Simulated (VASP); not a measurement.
# BN (F-43m) in VASP: relaxation of cell and atoms with PBE

Aim: the relaxation of cell and atoms of BN with PBE.

Everything below comes from runs of VASP 6.6.1. Logs are shortened: lines on timing, memory, paths and dates and some standing lists are left out, and cuts for length are marked.

## 1. Starting point

It takes space group F-43m (No. 216, cubic). Conventional cell: a = 3.615 Å, b = 3.615 Å, c = 3.615 Å, α = 90.00°, β = 90.00°, γ = 90.00°. Around B (site symmetry -43m) lie 4 N at 1.57 Å. Around N (site symmetry -43m) lie 4 B at 1.57 Å.

## 2. Relaxation of cell and atoms, PBE

File INCAR:

```
ALGO = Normal
EDIFF = 1E-7
EDIFFG = -0.004
ENCUT = 600
GGA = PE
IBRION = 2
ISIF = 3
ISMEAR = 0
LASPH = True
LCHARG = False
LREAL = False
LWAVE = False
NELM = 60
NSW = 80
PREC = Accurate
SIGMA = 0.02
```

File KPOINTS:

```
k-points
0
Gamma
  12 12 12
```

File POSCAR:

```
BN
1.0
    0.0000000000      1.8075000000      1.8075000000
    1.8075000000      0.0000000000      1.8075000000
    1.8075000000      1.8075000000      0.0000000000
B N
1 1
Direct
    0.0000000000      0.0000000000      0.0000000000
    0.2500000000      0.2500000000      0.2500000000
```

Potentials or basis: VASP PAW PBE potentials, release 64 (B, N).

Command:

```sh
$ cat potpaw_PBE.64/B/POTCAR potpaw_PBE.64/N/POTCAR > POTCAR
$ mpirun -np 1 vasp_std > vasp.out
```

OUTCAR:

```text
EDIFF = 1E-7
   EDIFFG = -0.004
   ENCUT = 600
   GGA = PE
   IBRION = 2
   ISIF = 3
   ISMEAR = 0
   LASPH = True
   LREAL = False
   NELM = 60
   NSW = 80
   PREC = Accurate

 ion  position               nearest neighbor table
   1  0.000  0.000  0.000-   2 1.57   2 1.57   2 1.57   2 1.57
   2  0.250  0.250  0.250-   1 1.57   1 1.57   1 1.57   1 1.57

  LATTYP: Found a face centered cubic cell.
 ALAT       =     3.6150000000

  Lattice vectors:

 A1 = (   0.0000000000,   1.8075000000,   1.8075000000)
 A2 = (   1.8075000000,   0.0000000000,   1.8075000000)
 A3 = (   1.8075000000,   1.8075000000,   0.0000000000)

Analysis of symmetry for initial positions (statically):
=====================================================================
 Subroutine PRICEL returns:
 Original cell was already a primitive cell.

 Routine SETGRP: Setting up the symmetry group for a
 face centered cubic supercell.

 Subroutine GETGRP returns: Found 24 space group operations
 (whereof 24 operations were pure point group operations)
 out of a pool of 48 trial point group operations.

The static configuration has the point symmetry T_d .

Analysis of symmetry for dynamics (positions and initial velocities):
=====================================================================
 Subroutine PRICEL returns:
 Original cell was already a primitive cell.

 Routine SETGRP: Setting up the symmetry group for a
 face centered cubic supercell.

 Subroutine GETGRP returns: Found 24 space group operations
 (whereof 24 operations were pure point group operations)
 out of a pool of 48 trial point group operations.

The dynamic configuration has the point symmetry T_d .

 Subroutine INISYM returns: Found 24 space group operations
 (whereof 24 operations are pure point group operations),
 and found     1 'primitive' translations

----------------------------------------------------------------------------------------

                                     Primitive cell

  volume of cell :      11.8104

  direct lattice vectors                    reciprocal lattice vectors
     0.000000000  1.807500000  1.807500000    -0.276625173  0.276625173  0.276625173
     1.807500000  0.000000000  1.807500000     0.276625173 -0.276625173  0.276625173
     1.807500000  1.807500000  0.000000000     0.276625173  0.276625173 -0.276625173

  length of vectors
     2.556191014  2.556191014  2.556191014     0.479128854  0.479128854  0.479128854

  position of ions in fractional coordinates (direct lattice)
     0.000000000  0.000000000  0.000000000
[... 97 lines left out ...]
     AMIX     =   0.40;   BMIX     =  1.00
     AMIX_MAG =   1.60;   BMIX_MAG =  1.00
  volume/ion in A,a.u.               =       5.91        39.85
  Fermi-wavevector in a.u.,A,eV,Ry     =   1.437749  2.716952 28.124920  2.067123
  Thomas-Fermi vector in A             =   2.556793
   LORBIT       =      0    0 simple, 1 ext, 2 COOP (PROOUT), +10 PAW based schemes
   GGA     = PE    functional components
   LHFCALC =     F    Hartree Fock is set to
   AEXX    =    0.0000 exact exchange contribution
   IVDW    =     0    specifies the selected vdW correction
   LEPSILON=     F    determine dielectric tensor
   LRPA    =     F    only Hartree local field effects (RPA)
 conjugate gradient relaxation of ions
 non-spin polarized calculation
 Gauss-broadening in eV      SIGMA  =   0.02
  energy-cutoff  :      600.00
  volume of cell :       11.81
 maximum number of plane-waves:       411
   NGX = 11   NGY = 11   NGZ = 11

--------------------------------------- Ionic step        1  -------------------------------------------

 number of electron       7.9999999 magnetization

 Free energy of the ion-electron system (eV)
  ---------------------------------------------------
  ext. energy  EPLUGINS =         0.00000000
  ---------------------------------------------------
  free energy    TOTEN  =       -17.45341798 eV

  energy without entropy =      -17.45341798  energy(sigma->0) =      -17.45341798

------------------------ aborting loop because EDIFF is reached ----------------------------------------

  FORCE on cell =-STRESS in cart. coord.  units (eV):
  Direction    XX          YY          ZZ          XY          YZ          ZX
  --------------------------------------------------------------------------------------
  -------------------------------------------------------------------------------------
  Total        0.2217902      0.2217902      0.2217902     -0.0000000      0.0000000      0.0000000
  in kB       30.0876368     30.0876368     30.0876368     -0.0000000      0.0000000      0.0000000
  external PRESSURE =      30.0876368 kB  Pullay stress =       0.0000000 kB
[... 59 lines left out ...]
--------------------------------------- Ionic step        3  -------------------------------------------

 number of electron       7.9999999 magnetization

 Free energy of the ion-electron system (eV)
  ---------------------------------------------------
  ext. energy  EPLUGINS =         0.00000000
  ---------------------------------------------------
  free energy    TOTEN  =       -17.45429379 eV

  energy without entropy =      -17.45429379  energy(sigma->0) =      -17.45429379

 E-fermi :   7.4023     XC(G=0): -12.7830

 val. band max:        7.3049721886   @ k =   0.0000   0.0000   0.0000
 cond. band min:      11.7562260912   @ k =   0.5000   0.5000   0.0000
 fundamental gap:      4.4512539026
 Fermi energy:         7.4022720178

 k-point     1 :       0.0000    0.0000    0.0000
  band No.  band energies     occupation
      1     -12.8358      2.00000
      2       7.3050      2.00000
      3       7.3050      2.00000
      4       7.3050      2.00000
      5      16.0870      0.00000
      6      16.0870      0.00000
      7      16.0870      0.00000
      8      17.5264      0.00000
[... 243 lines left out ...]
 k-point    24 :      -0.4167    0.1667    0.0000
  band No.  band energies     occupation
      1      -8.2961      2.00000
      2      -2.6245      2.00000
      3       3.2086      2.00000
      4       4.7585      2.00000
      5      16.5781      0.00000
      6      19.4129      0.00000
      7      19.4884      0.00000
      8      22.8919      0.00000

 [... further k-points ...]

------------------------ aborting loop because EDIFF is reached ----------------------------------------

  FORCE on cell =-STRESS in cart. coord.  units (eV):
  Direction    XX          YY          ZZ          XY          YZ          ZX
  --------------------------------------------------------------------------------------
  -------------------------------------------------------------------------------------
  Total        0.0008675      0.0008675      0.0008675      0.0000000      0.0000000      0.0000000
  in kB        0.1167510      0.1167510      0.1167510      0.0000000      0.0000000      0.0000000
  external PRESSURE =       0.1167510 kB  Pullay stress =       0.0000000 kB
[... 17 lines left out ...]
  FREE ENERGIE OF THE ION-ELECTRON SYSTEM (eV)
  ---------------------------------------------------
  free  energy   TOTEN  =       -17.4542937897 eV

  energy  without entropy=      -17.4542937897  energy(sigma->0) =      -17.45429379

 reached required accuracy - stopping structural energy minimisation
```

It took 8.7 s on 1 thread of AMD EPYC 9R45 (Zen 5), shared host; peak memory 0.09 GiB.

What came out:

* Free energy: -17.4543 eV
* Relaxed volume: 5.95 Å³/atom
* Relaxed cell: a = 2.563 Å, b = 2.563 Å, c = 2.563 Å, α = 60.00°, β = 60.00°, γ = 60.00°
* Space group after relaxing (to 0.05 Å): F-43m (No. 216)
* Energy gained by relaxing: 0.4 meV/atom
* Ionic steps: 3
* Pressure after relaxing: 0.0 GPa
* Band gap on the k mesh: 4.45 eV, indirect (least direct gap 8.78 eV)

The path:
```
step  energy change (eV)  largest force (eV/Å)  pressure (GPa)  volume (Å³)
   1              0.0000                0.0000            3.01        11.81
   2              0.0000                0.0000           -2.96        12.00
   3             -0.0009                0.0000            0.01        11.90
```

Final structure:
```yaml
crystal:
  lattice:
    - [0.00000, 1.81229, 1.81229]
    - [1.81229, 0.00000, 1.81229]
    - [1.81229, 1.81229, 0.00000]
  atoms:
    - { symbol: B, position: [0.00000, 0.00000, 0.00000] }
    - { symbol: N, position: [0.25000, 0.25000, 0.25000] }
```

Levels at points of the mesh, in eV from the valence-band top:
```csv
k point,band 1,band 2,band 3,band 4,band 5,band 6,band 7,band 8
"(0.00, 0.00, 0.00)",-20.14,0.00,0.00,0.00,8.78,8.78,8.78,10.22
"(0.50, 0.00, 0.00)",-15.96,-10.62,-1.93,-1.93,10.04,10.66,10.66,15.18
"(0.50, 0.50, 0.00)",-14.61,-8.86,-4.86,-4.86,4.45,9.19,17.80,17.80
```

A k mesh can miss the band edges. Zero-point motion and thermal expansion aren't in these numbers.
